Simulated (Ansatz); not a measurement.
# Cobalt, beta-Sn type under RPBE: from relaxation to bulk modulus, part 2 of 2

Aim: take cobalt in the beta-Sn type structure, relax it, solve it on a dense k-mesh, then scale the cell to 7 volumes from 88 to 112 % of the relaxed one and try a fit of the equation of state. The start is ferromagnetic. The k-meshes are 15×15×10 for the relaxation; 27×27×13 for the dense run; 18×18×9 for the volumes.

Ansatz 0.2.0; DFT, RPBE, plane waves (420 eV) with PAW, scalar-relativistic. Earlier steps stand in the parts before.

## Step 3: Single point on a dense mesh

input.yaml reads:

```yaml
crystal:
  lattice:
    - [-1.6909795632, 1.3905467739, 1.2397807639]
    - [1.3905467739, -1.6909795632, 1.2397807639]
    - [3.1404900418, 3.1404900418, -1.7900239676]
  atoms:
    - { symbol: Co, position: [0.9584415308, 0.0415584692, 0.0], spin: 1.731 }
    - { symbol: Co, position: [0.7915584692, 0.2084415308, 0.5], spin: 1.731 }
hamiltonian:
  xc: rpbe
  pseudopotentials:
    kind: paw
    azcp:
      Co: "pseudopotentials/Co.paw.azcp"
basis:
  ecutwfc: 420
  fft_grid_basis: typed
kpoints:
  mp_grid: { grid: [27, 27, 13], shift: [0, 0, 0] }
magnetization:
  spin_polarized: true
scf:
  occupations: { method: fermi_dirac, width: 0.05 }
output:
  write_density: true
  write_potential: true
  elf: true
  volumetric_format: npy
```

Output (excerpt; [...] marks lines left out):

```text
Warning: RAYON_NUM_THREADS=2 ignored (pool sized by the plan → 2); use --threads N
[...]
Pseudopotentials: kind: paw
Pseudopotential: Co, paw, valence charge 17, recommended cutoff 420 eV (normal), <dir>
Functional definition: RPBE
[...]
Crystal: 2 atoms, lattice volume = 22.339 Å³
Basis set: ecut = 420 eV, 415 PW (Γ)
Bands: 23, of which v1, the nominal top of the filled ones, is band 17 counted from 1 (16 counted from 0)
Symmetry: 4 space group operations
Space group: C2/c (ITA 15), of the structure as read, at distance tolerance 2.8e-5 Å
Magnetic group: BNS 15.85 (UNI 92), of the structure as read, at distance tolerance 2.8e-5 Å
k-points: 2464 of 9477
[...]
Starting moments: Σ|m| = 3.462 μB on 2 of 2 sites
[...]
SCF iter   1: F=—  HF=-10261.416065 eV  |F-HF|=—  |Δ(HF+E_count)|=         —  Δρ=1.08e-1 (↑1.44e-2 ↓1.08e-1)  dr2=1.94e0  dr2_m=4.65e-1  M=3.494 μB ∫|m|=3.652 μB  β_m=0.30  ethr=3.10e-3  ⟨swp⟩=5.5  Hψ=425817  notcnv=0
[...]
SCF iter  10: F=-10262.085827 eV  HF=-10262.085827 eV  |F-HF|=1.05e-8  |Δ(HF+E_count)|=   2.46e-8  Δρ=9.70e-6 (↑1.08e-6 ↓9.70e-6)  dr2=1.37e-8  dr2_m=4.31e-9  M=3.272 μB ∫|m|=3.657 μB  ethr=1.62e-10  ⟨swp⟩=2.4  Hψ=343439  notcnv=0
[...]
the search or the solves at the SCF's close seem to have found levels that the self-consistency loop had missed (the run counts 1). By its estimate they hold under 1e-12 electrons; where the run keeps them, the occupations were computed again with them
SCF converged after 10 iterations
Magnetization: 3.2723 μB (18.6362 up, 15.3638 down)
Absolute magnetization: 3.6581 μB (∫|ρ↑−ρ↓|, with the PAW one-centre terms)
Spin contamination: 0.0679 ħ² per cell (⟨S²⟩ above its minimum at these occupations)
Per-site moments (μB) at R_I (Å): [(1.7237624853080997, 1.0320143267776154), (1.7237624853081, 1.0320143267776154)]
Free energy (F): -10262.085827 eV
[...]
E sigma→0 (E₀):  -10262.078305 eV
Entropy (-TS):   -0.015043 eV (-7.521 meV/atom)
Fermi energy:    18.207714 eV
[...]
--- Band table (eV; the first three rows and the last of 4928) ---
[... band rows left out ...]
[...]
```

Wall time 2 min (2 threads of an Arm CPU, shared host); peak memory 2 GiB.

Density in a lattice plane of the grid's cell (edges 2.52 and 4.79 Å, at 0.042 of the third edge), which holds Co. It is the smooth density of the valence electrons, not physical close to the nuclei.

Ten even steps from '0' (0.19 e/Å³) to '9' (47.07 e/Å³):
```
520000000146
100000000012
000000000000
000000000000
000000000000
000000000000
000000000000
000000000000
000000001110
000000013320
000000023310
000000012100
000000000000
000000000000
000000000000
000000000000
000000000000
210000000001
641000000025
941000000149
```
Columns run along the first of these edges and rows up along the second, over one cell in 12 and 20 even steps from the bottom left corner. Atoms in the plane (fractional): Co at (0.96, 0.00).

Spin density (up less down) in a lattice plane of the grid's cell (edges 2.52 and 4.79 Å, at 0.042 of the third edge), which holds Co.

Ten even steps from '0' (-0.02 e/Å³) to '9' (6.27 e/Å³):
```
410000000136
100000000011
000000000000
000000000000
000000000000
000000000000
000000000000
000000000000
000000001100
000000012310
000000023310
000000011100
000000000000
000000000000
000000000000
000000000000
000000000000
110000000001
631000000014
941000000149
```
Columns run along the first of these edges and rows up along the second, over one cell in 12 and 20 even steps from the bottom left corner. Atoms in the plane (fractional): Co at (0.96, 0.00).

## Step 4: Equation of state: 88 %

input.yaml reads:

```yaml
crystal:
  lattice:
    - [-1.6204386114, 1.3325386849, 1.1880620341]
    - [1.3325386849, -1.6204386114, 1.1880620341]
    - [3.0094812694, 3.0094812694, -1.7153512766]
  atoms:
    - { symbol: Co, position: [0.9584415308, 0.0415584692, 0.0], spin: 1.724 }
    - { symbol: Co, position: [0.7915584692, 0.2084415308, 0.5], spin: 1.724 }
hamiltonian:
  xc: rpbe
  pseudopotentials:
    kind: paw
    azcp:
      Co: "pseudopotentials/Co.paw.azcp"
basis:
  ecutwfc: 420
  fft_grid_basis: typed
kpoints:
  mp_grid: { grid: [18, 18, 9], shift: [0, 0, 0] }
magnetization:
  spin_polarized: true
scf:
  occupations: { method: fermi_dirac, width: 0.05 }
  lower_state_search: "off"
output:
  stress: true
  write_density: true
  write_potential: true
  elf: true
  volumetric_format: npy
```

Output (excerpt; [...] marks lines left out):

```text
Warning: RAYON_NUM_THREADS=2 ignored (pool sized by the plan → 2); use --threads N
[...]
[... 3 set-up lines as earlier in the session ...]
[...]
Crystal: 2 atoms, lattice volume = 19.658 Å³
Basis set: ecut = 420 eV, 379 PW (Γ)
Bands: 23, of which v1, the nominal top of the filled ones, is band 17 counted from 1 (16 counted from 0)
[... 1 set-up line as earlier in the session ...]
Space group: C2/c (ITA 15), of the structure as read, at distance tolerance 2.7e-5 Å
Magnetic group: BNS 15.85 (UNI 92), of the structure as read, at distance tolerance 2.7e-5 Å
k-points: 775 of 2916
[...]
Starting moments: Σ|m| = 3.448 μB on 2 of 2 sites
[...]
SCF iter  12: F=-10261.838767 eV  HF=-10261.838767 eV  |F-HF|=1.50e-8  |Δ(HF+E_count)|=   5.39e-7  Δρ=1.67e-5 (↑1.18e-5 ↓1.67e-5)  dr2=1.16e-8  dr2_m=3.18e-8  M=3.115 μB ∫|m|=3.423 μB  ethr=1.51e-11  ⟨swp⟩=9.5  Hψ=235331  notcnv=0
[...]
SCF converged after 12 iterations
Magnetization: 3.1147 μB (18.5574 up, 15.4426 down)
Absolute magnetization: 3.4252 μB (∫|ρ↑−ρ↓|, with the PAW one-centre terms)
Spin contamination: 0.0499 ħ² per cell (⟨S²⟩ above its minimum at these occupations)
Per-site moments (μB) at R_I (Å): [(1.6289786407748277, 0.9889627875999754), (1.6289786407748275, 0.9889627875999754)]
Free energy (F): -10261.838767 eV
[...]
E sigma→0 (E₀):  -10261.832690 eV
Entropy (-TS):   -0.012154 eV (-6.077 meV/atom)
Fermi energy:    21.148942 eV
[...]
--- Stress (GPa, compression-positive) ---
       33.790603      -0.330656      -0.115705
       -0.330656      33.790603      -0.115705
       -0.115705      -0.115705      34.122834
  P = ⅓ Tr σ = 33.9013 GPa (339.013 kbar)
--- Band table (eV; the first three rows and the last of 1550) ---
[... band rows left out ...]
[...]
```

It took 41 s on 2 threads of an Arm CPU, shared host; peak memory 0.7 GiB.

## Step 5: Equation of state: 92 %

input.yaml, as its differences from that of step 4:

```diff
@@ -2,5 +2,5 @@
   lattice:
-    - [-1.6204386114, 1.3325386849, 1.1880620341]
-    - [1.3325386849, -1.6204386114, 1.1880620341]
-    - [3.0094812694, 3.0094812694, -1.7153512766]
+    - [-1.6446278285, 1.3524302546, 1.2057969179]
+    - [1.3524302546, -1.6446278285, 1.2057969179]
+    - [3.0544055235, 3.0544055235, -1.7409573096]
   atoms:
@@ -26,5 +26 @@
   stress: true
-  write_density: true
-  write_potential: true
-  elf: true
-  volumetric_format: npy
```

Output (excerpt; [...] marks lines left out):

```text
Warning: RAYON_NUM_THREADS=2 ignored (pool sized by the plan → 2); use --threads N
[...]
[... 3 set-up lines as earlier in the session ...]
[...]
Crystal: 2 atoms, lattice volume = 20.552 Å³
Basis set: ecut = 420 eV, 391 PW (Γ)
Bands: 23, of which v1, the nominal top of the filled ones, is band 17 counted from 1 (16 counted from 0)
[... 2 set-up lines as earlier in the session ...]
Magnetic group: BNS 15.85 (UNI 92), of the structure as read, at distance tolerance 2.7e-5 Å
k-points: 775 of 2916
[...]
Starting moments: Σ|m| = 3.448 μB on 2 of 2 sites
[...]
SCF converged after 12 iterations
an eigenvalue changed by more than its tolerance at an iteration that met the thresholds in force, so the SCF went on 1 time: the last check found none over its tolerance
Magnetization: 3.1571 μB (18.5785 up, 15.4215 down)
Absolute magnetization: 3.4967 μB (∫|ρ↑−ρ↓|, with the PAW one-centre terms)
Spin contamination: 0.0561 ħ² per cell (⟨S²⟩ above its minimum at these occupations)
Per-site moments (μB) at R_I (Å): [(1.6564510641208923, 1.0037256027107586), (1.656451064120892, 1.0037256027107586)]
Free energy (F): -10261.986696 eV
[...]
E sigma→0 (E₀):  -10261.980428 eV
Entropy (-TS):   -0.012537 eV (-6.268 meV/atom)
Fermi energy:    20.086811 eV
[...]
--- Stress (GPa, compression-positive) ---
       19.652336      -0.185914      -0.075372
       -0.185914      19.652336      -0.075372
       -0.075372      -0.075372      19.838985
  P = ⅓ Tr σ = 19.7146 GPa (197.146 kbar)
```

Wall time 38 s (2 threads of an Arm CPU, shared host); peak memory 0.73 GiB.

## Step 6: Equation of state: 96 %

input.yaml, as its differences from that of step 5:

```diff
@@ -2,5 +2,5 @@
   lattice:
-    - [-1.6446278285, 1.3524302546, 1.2057969179]
-    - [1.3524302546, -1.6446278285, 1.2057969179]
-    - [3.0544055235, 3.0544055235, -1.7409573096]
+    - [-1.6681256864, 1.3717532975, 1.2230249157]
+    - [1.3717532975, -1.6681256864, 1.2230249157]
+    - [3.0980457842, 3.0980457842, -1.7658314889]
   atoms:
@@ -26 +26,5 @@
   stress: true
+  write_density: true
+  write_potential: true
+  elf: true
+  volumetric_format: npy
```

Output (excerpt; [...] marks lines left out):

```text
Warning: RAYON_NUM_THREADS=2 ignored (pool sized by the plan → 2); use --threads N
[...]
[... 3 set-up lines as earlier in the session ...]
[...]
Crystal: 2 atoms, lattice volume = 21.445 Å³
Basis set: ecut = 420 eV, 391 PW (Γ)
Bands: 23, of which v1, the nominal top of the filled ones, is band 17 counted from 1 (16 counted from 0)
[... 2 set-up lines as earlier in the session ...]
Magnetic group: BNS 15.85 (UNI 92), of the structure as read, at distance tolerance 2.8e-5 Å
k-points: 775 of 2916
[...]
Starting moments: Σ|m| = 3.448 μB on 2 of 2 sites
[...]
SCF converged after 13 iterations
an eigenvalue changed by more than its tolerance at an iteration that met the thresholds in force, so the SCF went on 1 time: the last check found none over its tolerance
Magnetization: 3.1944 μB (18.5972 up, 15.4028 down)
Absolute magnetization: 3.5619 μB (∫|ρ↑−ρ↓|, with the PAW one-centre terms)
Spin contamination: 0.0624 ħ² per cell (⟨S²⟩ above its minimum at these occupations)
Per-site moments (μB) at R_I (Å): [(1.6810018393782642, 1.0180664774520847), (1.6810018393782635, 1.0180664774520847)]
Free energy (F): -10262.064031 eV
[...]
E sigma→0 (E₀):  -10262.057457 eV
Entropy (-TS):   -0.013147 eV (-6.574 meV/atom)
Fermi energy:    19.112301 eV
[...]
--- Stress (GPa, compression-positive) ---
        8.443377      -0.066508      -0.039006
       -0.066508       8.443377      -0.039006
       -0.039006      -0.039006       8.484809
  P = ⅓ Tr σ = 8.4572 GPa (84.572 kbar)
--- Band table (eV; the first three rows and the last of 1550) ---
[... band rows left out ...]
[...]
```

It took 50 s on 2 threads of an Arm CPU, shared host; peak memory 0.74 GiB.

## Step 7: Equation of state: 100 %

input.yaml, as its differences from that of step 6:

```diff
@@ -2,5 +2,5 @@
   lattice:
-    - [-1.6681256864, 1.3717532975, 1.2230249157]
-    - [1.3717532975, -1.6681256864, 1.2230249157]
-    - [3.0980457842, 3.0980457842, -1.7658314889]
+    - [-1.6909795632, 1.3905467739, 1.2397807639]
+    - [1.3905467739, -1.6909795632, 1.2397807639]
+    - [3.1404900418, 3.1404900418, -1.7900239676]
   atoms:
@@ -26,5 +26 @@
   stress: true
-  write_density: true
-  write_potential: true
-  elf: true
-  volumetric_format: npy
```

Output (excerpt; [...] marks lines left out):

```text
Warning: RAYON_NUM_THREADS=2 ignored (pool sized by the plan → 2); use --threads N
[...]
[... 3 set-up lines as earlier in the session ...]
[...]
Crystal: 2 atoms, lattice volume = 22.339 Å³
Basis set: ecut = 420 eV, 415 PW (Γ)
Bands: 23, of which v1, the nominal top of the filled ones, is band 17 counted from 1 (16 counted from 0)
[... 2 set-up lines as earlier in the session ...]
Magnetic group: BNS 15.85 (UNI 92), of the structure as read, at distance tolerance 2.8e-5 Å
k-points: 775 of 2916
[...]
Starting moments: Σ|m| = 3.448 μB on 2 of 2 sites
[...]
SCF iter  12: F=-10262.085387 eV  HF=-10262.085387 eV  |F-HF|=5.00e-10  |Δ(HF+E_count)|=   2.58e-8  Δρ=6.32e-6 (↑4.94e-6 ↓6.32e-6)  dr2=2.93e-9  dr2_m=4.22e-9  M=3.237 μB ∫|m|=3.628 μB  ethr=2.94e-10  ⟨swp⟩=2.6  Hψ=127827  notcnv=0
[...]
SCF converged after 12 iterations
Magnetization: 3.2367 μB (18.6184 up, 15.3816 down)
Absolute magnetization: 3.6295 μB (∫|ρ↑−ρ↓|, with the PAW one-centre terms)
Spin contamination: 0.0683 ħ² per cell (⟨S²⟩ above its minimum at these occupations)
Per-site moments (μB) at R_I (Å): [(1.7073239464420662, 1.0320143267776154), (1.707323946442066, 1.0320143267776154)]
Free energy (F): -10262.085387 eV
[...]
E sigma→0 (E₀):  -10262.078010 eV
Entropy (-TS):   -0.014753 eV (-7.377 meV/atom)
Fermi energy:    18.213506 eV
[...]
--- Stress (GPa, compression-positive) ---
       -0.405462      -0.074309      -0.031174
       -0.074309      -0.405462      -0.031174
       -0.031174      -0.031174      -0.408469
  P = ⅓ Tr σ = -0.4065 GPa (-4.065 kbar)
```

Wall time 36 s (2 threads of an Arm CPU, shared host); peak memory 0.76 GiB.

## Step 8: Equation of state: 104 %

input.yaml, as its differences from that of step 7:

```diff
@@ -2,5 +2,5 @@
   lattice:
-    - [-1.6909795632, 1.3905467739, 1.2397807639]
-    - [1.3905467739, -1.6909795632, 1.2397807639]
-    - [3.1404900418, 3.1404900418, -1.7900239676]
+    - [-1.7132318461, 1.4088455404, 1.2560955396]
+    - [1.4088455404, -1.7132318461, 1.2560955396]
+    - [3.1818170185, 3.1818170185, -1.8135796159]
   atoms:
```

Output (excerpt; [...] marks lines left out):

```text
Warning: RAYON_NUM_THREADS=2 ignored (pool sized by the plan → 2); use --threads N
[...]
[... 3 set-up lines as earlier in the session ...]
[...]
Crystal: 2 atoms, lattice volume = 23.232 Å³
Basis set: ecut = 420 eV, 463 PW (Γ)
Bands: 23, of which v1, the nominal top of the filled ones, is band 17 counted from 1 (16 counted from 0)
[... 1 set-up line as earlier in the session ...]
Space group: C2/c (ITA 15), of the structure as read, at distance tolerance 2.9e-5 Å
Magnetic group: BNS 15.85 (UNI 92), of the structure as read, at distance tolerance 2.9e-5 Å
k-points: 775 of 2916
[...]
Starting moments: Σ|m| = 3.448 μB on 2 of 2 sites
[...]
SCF iter  14: F=-10262.063515 eV  HF=-10262.063515 eV  |F-HF|=7.82e-11  |Δ(HF+E_count)|=   3.04e-8  Δρ=3.53e-6 (↑2.14e-6 ↓3.53e-6)  dr2=1.40e-9  dr2_m=9.96e-10  M=3.317 μB ∫|m|=3.728 μB  ethr=2.94e-10  ⟨swp⟩=4.0  Hψ=101211  notcnv=0
[...]
SCF converged after 14 iterations
Magnetization: 3.3174 μB (18.6587 up, 15.3413 down)
Absolute magnetization: 3.7292 μB (∫|ρ↑−ρ↓|, with the PAW one-centre terms)
Spin contamination: 0.0744 ħ² per cell (⟨S²⟩ above its minimum at these occupations)
Per-site moments (μB) at R_I (Å): [(1.7514771984360156, 1.045595020052846), (1.751477198436015, 1.045595020052846)]
Free energy (F): -10262.063515 eV
[...]
E sigma→0 (E₀):  -10262.055132 eV
Entropy (-TS):   -0.016766 eV (-8.383 meV/atom)
Fermi energy:    17.377900 eV
[...]
--- Stress (GPa, compression-positive) ---
       -7.119642      -0.137760      -0.044059
       -0.137760      -7.119642      -0.044059
       -0.044059      -0.044059      -7.052941
  P = ⅓ Tr σ = -7.0974 GPa (-70.974 kbar)
```

Wall time 42 s (2 threads of an Arm CPU, shared host); peak memory 0.77 GiB.

## Step 9: Equation of state: 108 %

input.yaml, as its differences from that of step 8:

```diff
@@ -2,5 +2,5 @@
   lattice:
-    - [-1.7132318461, 1.4088455404, 1.2560955396]
-    - [1.4088455404, -1.7132318461, 1.2560955396]
-    - [3.1818170185, 3.1818170185, -1.8135796159]
+    - [-1.7349206276, 1.4266809217, 1.2719971712]
+    - [1.4266809217, -1.7349206276, 1.2719971712]
+    - [3.2220974594, 3.2220974594, -1.8365387572]
   atoms:
@@ -26 +26,5 @@
   stress: true
+  write_density: true
+  write_potential: true
+  elf: true
+  volumetric_format: npy
```

Output (excerpt; [...] marks lines left out):

```text
Warning: RAYON_NUM_THREADS=2 ignored (pool sized by the plan → 2); use --threads N
[...]
[... 3 set-up lines as earlier in the session ...]
[...]
Crystal: 2 atoms, lattice volume = 24.126 Å³
Basis set: ecut = 420 eV, 463 PW (Γ)
Bands: 23, of which v1, the nominal top of the filled ones, is band 17 counted from 1 (16 counted from 0)
[... 2 set-up lines as earlier in the session ...]
Magnetic group: BNS 15.85 (UNI 92), of the structure as read, at distance tolerance 2.9e-5 Å
k-points: 775 of 2916
[...]
Starting moments: Σ|m| = 3.448 μB on 2 of 2 sites
[...]
SCF iter  14: F=-10262.008982 eV  HF=-10262.008982 eV  |F-HF|=1.80e-9  |Δ(HF+E_count)|=   9.98e-8  Δρ=3.69e-6 (↑2.05e-6 ↓3.69e-6)  dr2=4.27e-10  dr2_m=1.68e-9  M=3.410 μB ∫|m|=3.836 μB  ethr=6.08e-11  ⟨swp⟩=5.0  Hψ=199036  notcnv=0
[...]
SCF converged after 14 iterations
Magnetization: 3.4096 μB (18.7048 up, 15.2952 down)
Absolute magnetization: 3.8370 μB (∫|ρ↑−ρ↓|, with the PAW one-centre terms)
Spin contamination: 0.0805 ħ² per cell (⟨S²⟩ above its minimum at these occupations)
Per-site moments (μB) at R_I (Å): [(1.8006150798756466, 1.0588318052742711), (1.8006150798756464, 1.0588318052742711)]
Free energy (F): -10262.008982 eV
[...]
E sigma→0 (E₀):  -10262.000273 eV
Entropy (-TS):   -0.017418 eV (-8.709 meV/atom)
Fermi energy:    16.602897 eV
[...]
--- Stress (GPa, compression-positive) ---
      -12.286434      -0.074279      -0.032704
       -0.074279     -12.286434      -0.032704
       -0.032704      -0.032704     -12.221684
  P = ⅓ Tr σ = -12.2649 GPa (-122.649 kbar)
--- Band table (eV; the first three rows and the last of 1550) ---
[... band rows left out ...]
[...]
```

It took 57 s on 2 threads of an Arm CPU, shared host; peak memory 0.78 GiB.

## Step 10: Equation of state: 112 %

input.yaml, as its differences from that of step 9:

```diff
@@ -2,5 +2,5 @@
   lattice:
-    - [-1.7349206276, 1.4266809217, 1.2719971712]
-    - [1.4266809217, -1.7349206276, 1.2719971712]
-    - [3.2220974594, 3.2220974594, -1.8365387572]
+    - [-1.7560802816, 1.4440811844, 1.2875108608]
+    - [1.4440811844, -1.7560802816, 1.2875108608]
+    - [3.2613952038, 3.2613952038, -1.8589377788]
   atoms:
@@ -26,5 +26 @@
   stress: true
-  write_density: true
-  write_potential: true
-  elf: true
-  volumetric_format: npy
```

Output (excerpt; [...] marks lines left out):

```text
Warning: RAYON_NUM_THREADS=2 ignored (pool sized by the plan → 2); use --threads N
[...]
[... 3 set-up lines as earlier in the session ...]
[...]
Crystal: 2 atoms, lattice volume = 25.019 Å³
Basis set: ecut = 420 eV, 525 PW (Γ)
Bands: 23, of which v1, the nominal top of the filled ones, is band 17 counted from 1 (16 counted from 0)
[... 2 set-up lines as earlier in the session ...]
Magnetic group: BNS 15.85 (UNI 92), of the structure as read, at distance tolerance 2.9e-5 Å
k-points: 775 of 2916
[...]
Starting moments: Σ|m| = 3.448 μB on 2 of 2 sites
[...]
SCF iter  14: F=-10261.928401 eV  HF=-10261.928401 eV  |F-HF|=2.08e-9  |Δ(HF+E_count)|=   1.27e-7  Δρ=3.34e-6 (↑2.15e-6 ↓3.34e-6)  dr2=1.82e-10  dr2_m=1.64e-9  M=3.478 μB ∫|m|=3.920 μB  ethr=4.01e-11  ⟨swp⟩=2.0  Hψ=112881  notcnv=0
[...]
SCF converged after 14 iterations
Magnetization: 3.4776 μB (18.7388 up, 15.2612 down)
Absolute magnetization: 3.9211 μB (∫|ρ↑−ρ↓|, with the PAW one-centre terms)
Spin contamination: 0.0863 ħ² per cell (⟨S²⟩ above its minimum at these occupations)
Per-site moments (μB) at R_I (Å): [(1.8376261455403768, 1.0717456609819365), (1.8376261455403757, 1.0717456609819365)]
Free energy (F): -10261.928401 eV
[...]
E sigma→0 (E₀):  -10261.919538 eV
Entropy (-TS):   -0.017725 eV (-8.863 meV/atom)
Fermi energy:    15.885825 eV
[...]
--- Stress (GPa, compression-positive) ---
      -16.475942       0.047944      -0.004743
        0.047944     -16.475942      -0.004743
       -0.004743      -0.004743     -16.493418
  P = ⅓ Tr σ = -16.4818 GPa (-164.818 kbar)
```

Run time: 47 s. Hardware: 2 threads of an Arm CPU, shared host; peak memory 0.81 GiB.

## Step 11: Fitting the volumes

The cell was scaled evenly, with its shape and the fractional positions fixed.

```
V (Å³/atom)  E − E₀ (meV/atom)  P from the stress (GPa)  P from the fit (GPa)  largest moment (μB)
      9.829              122.6                    33.90                 34.24                 1.63
     10.276               48.7                    19.71                 19.57                 1.66
     10.723               10.2                     8.46                  8.26                 1.68
     11.169               -0.1                    -0.41                 -0.47                 1.71
     11.616               11.4                    -7.10                 -7.21                 1.75
     12.063               38.8                   -12.26                -12.40                 1.80
     12.510               79.2                   -16.48                -16.36                 1.84
```

A third-order Birch-Murnaghan fit gives V₀ = 11.142 Å³/atom, B₀ = 194 GPa and B₀′ = 5.5; it misses no point by more than 0.21 meV/atom.

## Step 12: Summary of results

This closing draws on all 2 parts.

```
                      quantity                                   value
space group (spins left aside)                      P6_3/mmc (No. 194)
             conventional cell  a = 2.516 Å, c = 4.075 Å (c/a = 1.620)
                        volume                          11.169 Å³/atom
             shortest distance                                 2.502 Å
               gap on the mesh            none (levels filled in part)
                magnetic state   ferromagnetic, up to 1.72 μB per atom
relative to hcp, ferromagnetic                             -1 meV/atom
                   V₀, B₀, B₀′            11.142 Å³/atom, 194 GPa, 5.5
```

What this shows: The relaxation shrank the cell by 3.9 % in volume. The cell has left its prototype: it ends as hcp. What follows belongs to that structure, not to the type named at the start. The mesh has less symmetry than the lattice, which may have let the distortion in. Against the reference form of cobalt (hcp, ferromagnetic, computed apart with the same settings) it stands 1 meV/atom lower, within what mesh and smearing can decide. The final state is ferromagnetic (largest moment 1.72 μB). No gap shows: it is a metal or semimetal at this level. B₀ comes out at 194 GPa; letting shape and positions relax at each volume could only lower it.
